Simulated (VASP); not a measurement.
# Settings for SrCl₂: self-consistent run

SrCl₂, Fm-3m (no. 225), 3 atoms in the cell. LDA; PAW potentials Sr_sv, Cl (LDA set). VASP 6.6.1.

Wanted: energy within 0.2 meV/atom; levels at the zone centre within 0.003 eV.

What the run is for: comparing ways to start; Accuracy asked: tight.

Levels at the zone centre: counted from the valence top at that point.

POSCAR:
```
SrCl2
1.0
    0.0000000000      3.4883500000      3.4883500000
    3.4883500000      0.0000000000      3.4883500000
    3.4883500000      3.4883500000      0.0000000000
Sr Cl
1 2
Direct
    0.0000000000      0.0000000000      0.0000000000
    0.7500000000      0.7500000000      0.7500000000
    0.2500000000      0.2500000000      0.2500000000
```

## How the run starts (with a second run first, the time holds both)

| How the run starts (with a second run first, the time holds both) | Energy less reference (meV/atom) | Levels at the zone centre, largest deviation (eV) | Time (s) |
|---|---|---|---|
| from scratch: 12 SCF iterations | 0.00 | 0.0000 | 9.3 |
| density of a coarse mesh (ICHARG 1): 12 + 7 SCF iterations | 0.00 | 0.0001 | 9.6 |
| orbitals of a lower cutoff (ISTART 1): 12 + 6 SCF iterations | 0.00 | 0.0003 | 12 |
| orbitals of a loose run: 9 + 4 SCF iterations | 0.00 | 0.0001 | 7.7 |

Chosen: from scratch: 12 SCF iterations; no other choice that stays within half of the tolerance saves 30 % of the time.

The chosen settings are those of the reference run.

Values of the reference run: Levels at the zone centre: 0, 0, 5.232 eV from the valence top at Gamma.

## The input

INCAR:
```
SYSTEM = SrCl2
GGA = CA ; ISMEAR = 0
SIGMA = 0.03 ; LWAVE = .False.
LCHARG = .False. ; ISIF = 2
PREC = Accurate ; LASPH = .True.
LREAL = .False. ; ALGO = Normal
EDIFF = 1E-6 ; NELM = 120
GGA_COMPAT = .False. ; ENCUT = 400
EFERMI = MIDGAP
```

KPOINTS:
```
k-points
0
Gamma
  6 6 6
```

Commands:
```
cat potpaw_LDA.64/Sr_sv/POTCAR potpaw_LDA.64/Cl/POTCAR > POTCAR
mpirun -np 1 vasp_std > vasp.out
```

The chosen input took VASP 6.6.1 9.3 s on 1 core (Intel Xeon Platinum 8375C @ 2.90GHz (Ice Lake)), a shared host.

## An input that fails: restart asked without its files

VASP's message: ERROR: charge density could not be read from file CHGCAR for ICHARG>10.

Changes against the starting input:
```
- NELM = 120
+ NELM = 60
+ ICHARG = 11
```
